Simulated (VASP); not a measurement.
# Os (P6_3/mmc) in VASP: further runs

The runs below take Os through relaxation of shape and atoms at fixed volume, relaxation of cell and atoms, with PBE+D3(BJ), PBE.

Everything below comes from runs of VASP 6.6.1. Logs are shortened: lines on timing, memory, paths and dates and some standing lists are left out, and cuts for length are marked.

## Step 1: Starting point

Symmetry: P6_3/mmc, No. 194, hexagonal system. Conventional cell: a = 2.734 Å, b = 2.734 Å, c = 4.320 Å, α = 90.00°, β = 90.00°, γ = 120.00°. Around Os (site symmetry -6m2) lie 12 Os at 2.68 to 2.73 Å.

## Step 2: Relaxation of shape and atoms at fixed volume, PBE+D3(BJ) (a relaxed cell with its volume scaled by 1.04)

Contents of INCAR:

```
ALGO = Fast
EDIFF = 1E-7
EDIFFG = -0.01
ENCUT = 600
GGA = PE
IBRION = 2
ISIF = 4
ISMEAR = 1
IVDW = 12
LASPH = True
LCHARG = False
LREAL = False
LWAVE = False
NELM = 80
NSW = 40
PREC = Accurate
SIGMA = 0.1
```

Contents of KPOINTS:

```
k-points
0
Gamma
  15 15 9
```

Contents of POSCAR:

```
Os                                      
1.0
    2.7713542427      0.0000000000      0.0000000000
   -1.3856771214      2.4000631771      0.0000000000
    0.0000000000      0.0000000000      4.3832050647
  Os            
     2
Direct
     0.3333333332999970    0.6666666667000030    0.2500000000000000
     0.6666666667000030    0.3333333332999970    0.7500000000000000
```

Potentials or basis: VASP PAW PBE potentials, release 64 (Os).

On the command line:

```
$ cat potpaw_PBE.64/Os/POTCAR > POTCAR
$ mpirun -np 1 vasp_std > vasp.out
```

OUTCAR:

```text
EDIFF = 1E-7
   EDIFFG = -0.01
   ENCUT = 600
   GGA = PE
   IBRION = 2
   ISIF = 4
   ISMEAR = 1
   IVDW = 12
   LASPH = True
   LREAL = False
   NELM = 80
   NSW = 40
   PREC = Accurate
 IVDW          = 12

 ion  position               nearest neighbor table
   1  0.333  0.667  0.250-   2 2.71   2 2.71   2 2.71   2 2.71   2 2.71   2 2.71
   2  0.667  0.333  0.750-   1 2.71   1 2.71   1 2.71   1 2.71   1 2.71   1 2.71

  LATTYP: Found a hexagonal cell.
 ALAT       =     2.7713542427
 C/A-ratio  =     1.5816112560

  Lattice vectors:

 A1 = (   2.7713542427,   0.0000000000,   0.0000000000)
 A2 = (  -1.3856771214,   2.4000631771,   0.0000000000)
 A3 = (   0.0000000000,   0.0000000000,   4.3832050647)

Analysis of symmetry for initial positions (statically):
=====================================================================
 Subroutine PRICEL returns:
 Original cell was already a primitive cell.

 Routine SETGRP: Setting up the symmetry group for a
 hexagonal supercell.

 Subroutine GETGRP returns: Found 24 space group operations
 (whereof 12 operations were pure point group operations)
 out of a pool of 24 trial point group operations.

The static configuration has the point symmetry D_3d.
 The point group associated with its full space group is D_6h.

Analysis of symmetry for dynamics (positions and initial velocities):
=====================================================================
 Subroutine PRICEL returns:
 Original cell was already a primitive cell.

 Routine SETGRP: Setting up the symmetry group for a
 hexagonal supercell.

 Subroutine GETGRP returns: Found 24 space group operations
 (whereof 12 operations were pure point group operations)
 out of a pool of 24 trial point group operations.

The dynamic configuration has the point symmetry D_3d.
 The point group associated with its full space group is D_6h.

 Subroutine INISYM returns: Found 24 space group operations
 (whereof 12 operations are pure point group operations),
 and found     1 'primitive' translations

----------------------------------------------------------------------------------------

                                     Primitive cell

  volume of cell :      29.1546

  direct lattice vectors                    reciprocal lattice vectors
     2.771354243  0.000000000  0.000000000     0.360834420  0.208327849  0.000000000
    -1.385677121  2.400063177  0.000000000     0.000000000  0.416655699  0.000000000
     0.000000000  0.000000000  4.383205065     0.000000000  0.000000000  0.228143558

  length of vectors
     2.771354243  2.771354243  4.383205065     0.416655699  0.416655699  0.228143558

  position of ions in fractional coordinates (direct lattice)
     0.333333333  0.666666667  0.250000000
     0.666666667  0.333333333  0.750000000

  ion indices of the primitive-cell ions
   primitive index   ion index
                 1           1
                 2           2

----------------------------------------------------------------------------------------

 KPOINTS: k-points

Automatic generation of k-mesh.
 Grid dimensions read from file:
 generate k-points for:   15   15    9

 Generating k-lattice:

  Cartesian coordinates                     Fractional coordinates (reciprocal lattice)
     0.024055628  0.013888523  0.000000000     0.066666667  0.000000000  0.000000000
     0.000000000  0.027777047  0.000000000     0.000000000  0.066666667  0.000000000
     0.000000000  0.000000000  0.025349284     0.000000000  0.000000000  0.111111111

  Length of vectors
     0.027777047  0.027777047  0.025349284

  Shift w.r.t. Gamma in fractional coordinates (k-lattice)
     0.000000000  0.000000000  0.000000000

 Subroutine IBZKPT returns following result:
 ===========================================

 Found    135 irreducible k-points:

 Following reciprocal coordinates:
            Coordinates               Weight
  0.000000  0.000000  0.000000      1.000000
  0.066667  0.000000  0.000000      6.000000
  0.133333  0.000000  0.000000      6.000000
  0.200000  0.000000  0.000000      6.000000
  0.266667  0.000000  0.000000      6.000000
  0.333333  0.000000  0.000000      6.000000
[... 16 lines left out ...]
  0.333333  0.200000  0.000000     12.000000
  0.400000  0.200000  0.000000      6.000000
 [... further k-points ...]
   k-points           NKPTS =    135   k-points in BZ     NKDIM =    135   number of bands    NBANDS=     12
   number of dos      NEDOS =    301   number of ions     NIONS =      2
   total plane-waves  NPLWV =  20736
   dimension x,y,z NGX =    24 NGY =   24 NGZ =   36
   dimension x,y,z NGXF=    48 NGYF=   48 NGZF=   72
   ions per type =               2
   NGX,Y,Z   is equivalent  to a cutoff of  14.40, 14.40, 13.65 a.u.
   NGXF,Y,Z  is equivalent  to a cutoff of  28.79, 28.79, 27.31 a.u.
 SYSTEM =  unknown system
   PREC   = accura    normal or accurate (medium, high low for compatibility)
   ISTART =      0    job   : 0-new  1-cont  2-samecut
   ICHARG =      2    charge: 1-file 2-atom 10-const
   ISPIN  =      1    spin polarized calculation?
   LNONCOLLINEAR =      F non collinear calculations
   LSORBIT =      F    spin-orbit coupling
   LASPH  =      T    aspherical Exc in radial PAW
   ENCUT  =  600.0 eV  44.10 Ry    6.64 a.u.   5.54  5.54  8.75*2*pi/ulx,y,z
   NELM   =     80;   NELMIN=  2; NELMDL= -5     # of ELM steps
   EDIFF  = 0.1E-06   stopping-criterion for ELM
   LREAL  =      F    real-space projection
   EDIFFG = -.1E-01   stopping-criterion for IOM
   NSW    =     40    number of steps for IOM
   IBRION =      2    ionic relax: 0-MD 1-quasi-New 2-CG
   NFREE  =      1    steps in history (QN), initial steepest desc. (CG)
   ISIF   =      4    stress and relaxation
   ISYM   =      2    0-nonsym 1-usesym 2-fastsym
   POTIM  = 0.5000    time-step for ionic-motion
   TEBEG  =    0.0;   TEEND  =   0.0 temperature during run
   PSTRESS=    0.0 pullay stress
   NELECT =      16.0000    total number of electrons
   NUPDOWN=      -1.0000    fix difference up-down
   EMIN   =  10.00;   EMAX   =-10.00  energy-range for DOS
   EFERMI =   0.00;   METHOD = LEGACY
   ISMEAR =     1;   SIGMA  =   0.10  broadening in eV -4-tet -1-fermi 0-gaus
   EFERMI_NEDOS =   21; number of points for ismear=-14 and -15
   IALGO  =     68    algorithm
   IMIX   =      4    mixing-type and parameters
     AMIX     =   0.40;   BMIX     =  1.00
     AMIX_MAG =   1.60;   BMIX_MAG =  1.00
  volume/ion in A,a.u.               =      14.58        98.37
  Fermi-wavevector in a.u.,A,eV,Ry     =   1.340333  2.532862 24.442759  1.796492
  Thomas-Fermi vector in A             =   2.468654
   LORBIT       =      0    0 simple, 1 ext, 2 COOP (PROOUT), +10 PAW based schemes
   GGA     = PE    functional components
   LHFCALC =     F    Hartree Fock is set to
   AEXX    =    0.0000 exact exchange contribution
   IVDW    =    12    specifies the selected vdW correction
   LEPSILON=     F    determine dielectric tensor
   LRPA    =     F    only Hartree local field effects (RPA)
 conjugate gradient relaxation of ions
 non-spin polarized calculation
 RMM-DIIS sequential band-by-band and
 Methfessel and Paxton  Order N= 1 SIGMA  =   0.10
  energy-cutoff  :      600.00
  volume of cell :       29.15
 maximum number of plane-waves:      1014
 NGX is ok and might be reduce to    24
   NGX = 11   NGY = 11   NGZ = 17

--------------------------------------- Ionic step        1  -------------------------------------------

 number of electron      15.9999999 magnetization

 Free energy of the ion-electron system (eV)
  ---------------------------------------------------
  ext. energy  EPLUGINS =         0.00000000
  ---------------------------------------------------
  free energy    TOTEN  =       -22.48965139 eV

  energy without entropy =      -22.49088317  energy(sigma->0) =      -22.49006198

------------------------ aborting loop because EDIFF is reached ----------------------------------------

 Edisp (eV)   -1.25434

 E8    (eV) :    -0.6163

  FORCE on cell =-STRESS in cart. coord.  units (eV):
  Direction    XX          YY          ZZ          XY          YZ          ZX
  --------------------------------------------------------------------------------------
  -------------------------------------------------------------------------------------
  Total      -2.72169    -2.72169    -2.89768     0.00000     0.00000     0.00000
  in kB    -149.56914  -149.56914  -159.24096     0.00000     0.00000     0.00000
  external pressure =     -152.79 kB  Pullay stress =        0.00 kB
[... 61 lines left out ...]
  energy  without entropy=      -23.7451831775  energy(sigma->0) =      -23.74429907

--------------------------------------- Ionic step        3  -------------------------------------------

 number of electron      15.9999999 magnetization

 Free energy of the ion-electron system (eV)
  ---------------------------------------------------
  ext. energy  EPLUGINS =         0.00000000
  ---------------------------------------------------
  free energy    TOTEN  =       -22.48974840 eV

  energy without entropy =      -22.49103698  energy(sigma->0) =      -22.49017792

 E-fermi :   8.8498     XC(G=0): -13.8203

 val. band max:        8.8420097997   @ k =   0.1333   0.0000   0.3333
 cond. band min:       8.8862073325   @ k =   0.2000   0.0667   0.3333
 fundamental gap:      0.0441975329
 Fermi energy:         8.8498030237

 k-point     1 :       0.0000    0.0000    0.0000
  band No.  band energies     occupation
      1      -1.7176      2.00000
      2       1.4471      2.00000
      3       5.9800      2.00000
      4       5.9800      2.00000
      5       6.2237      2.00000
      6       6.7669      2.00000
      7       6.7669      2.00000
      8       7.3739      2.00000
      9       7.3739      2.00000
     10       8.8890      0.38922
     11      10.4364     -0.00000
     12      10.4364     -0.00000
[... 331 lines left out ...]
 k-point    24 :       0.4000    0.2000    0.0000
  band No.  band energies     occupation
      1       2.7570      2.00000
      2       3.0489      2.00000
      3       3.0798      2.00000
      4       5.0444      2.00000
      5       5.3789      2.00000
      6       6.0731      2.00000
      7       7.3079      2.00000
      8      10.1898     -0.00000
      9      10.7504     -0.00000
     10      10.9450      0.00000
     11      13.6486      0.00000
     12      14.2738      0.00000

 [... further k-points ...]

------------------------ aborting loop because EDIFF is reached ----------------------------------------

 Edisp (eV)   -1.25434

 E8    (eV) :    -0.6163

  FORCE on cell =-STRESS in cart. coord.  units (eV):
  Direction    XX          YY          ZZ          XY          YZ          ZX
  --------------------------------------------------------------------------------------
  -------------------------------------------------------------------------------------
  Total      -2.77571    -2.77571    -2.77575     0.00000     0.00000     0.00000
  in kB    -152.53817  -152.53817  -152.54002     0.00000     0.00000     0.00000
  external pressure =     -152.54 kB  Pullay stress =        0.00 kB
[... 17 lines left out ...]
  FREE ENERGIE OF THE ION-ELECTRON SYSTEM (eV)
  ---------------------------------------------------
  free  energy   TOTEN  =       -23.7440869070 eV

  energy  without entropy=      -23.7453754893  energy(sigma->0) =      -23.74451643

 reached required accuracy - stopping structural energy minimisation
```

Wall time 68 s (1 thread of Intel Xeon Platinum 8488C (Sapphire Rapids), shared host); peak memory 0.2 GiB.

What came out:

| Item | Value |
| --- | --- |
| Free energy | -23.7441 eV |
| Energy gained by relaxing | 0.0 meV/atom |
| Ionic steps | 3 |
| Pressure after relaxing | -15.3 GPa |
| Band gap on the k mesh | none (metal or under the smearing width) |
| Dispersion energy per atom | -0.627 eV |

Final structure:
```cif
data_structure
_symmetry_space_group_name_H-M 'P 1'
_symmetry_Int_Tables_number 1
_cell_length_a 2.7729
_cell_length_b 2.7729
_cell_length_c 4.3783
_cell_angle_alpha 90.000
_cell_angle_beta 90.000
_cell_angle_gamma 120.000
_cell_volume 29.15
loop_
_atom_site_label
_atom_site_type_symbol
_atom_site_fract_x
_atom_site_fract_y
_atom_site_fract_z
_atom_site_occupancy
Os1 Os 0.33333 0.66667 0.25000 1
Os2 Os 0.66667 0.33333 0.75000 1
```

Caveat: pairwise dispersion overbinds metals, which lowers pressure and volume.

(Continued in part 2 of 2.)
